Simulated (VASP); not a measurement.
A run of VASP 6.6.1 is set up as follows.

Contents of INCAR:

```
ALGO = Normal ; EDIFF = 1E-6
EDIFFG = -0.01 ; ENCUT = 300
GGA = PE ; IBRION = 2
ISIF = 3 ; ISMEAR = 1
LASPH = T ; LCHARG = F
LREAL = F ; LWAVE = F
NELM = 80 ; NSW = 90
PREC = Accurate ; SIGMA = 0.1
```

The input KPOINTS:

```
k-points
0
Gamma
  6 6 4
```

POSCAR

```
Lu
1.0
    3.5031000000      0.0000000000      0.0000000000
   -1.7515500000      3.0337735920      0.0000000000
    0.0000000000      0.0000000000      5.5509000000
Lu
2
Direct
    0.3333333333      0.6666666667      0.2500000000
    0.6666666667      0.3333333333      0.7500000000
```

Potentials or basis: VASP PAW PBE potentials, release 64 (Lu).

The run is started by

```bash
$ cat potpaw_PBE.64/Lu/POTCAR > POTCAR
$ mpirun -np 1 vasp_std > vasp.out
```

Q: Estimate the relaxed volume.

A: 28.95 Å³/atom.

Q: What does it give for the space group after relaxing (to 0.05 Å)?

A: P6_3/mmc (No. 194).

Q: Estimate the band gap on the k mesh.

A: None (metal or under the smearing width).

Final structure:
```
Lu
1.0
     3.51239    0.00000    0.00000
    -1.75619    3.04182    0.00000
     0.00000    0.00000    5.41935
Lu
2
Direct
  0.33333 0.66667 0.25000
  0.66667 0.33333 0.75000
```

Caveat: the cutoff is under 1.25 times the usual one of these potentials, so pressure, stress and relaxed cells hold a basis-set (Pulay) error. Spin-orbit coupling is left out, which matters for the levels of Lu.
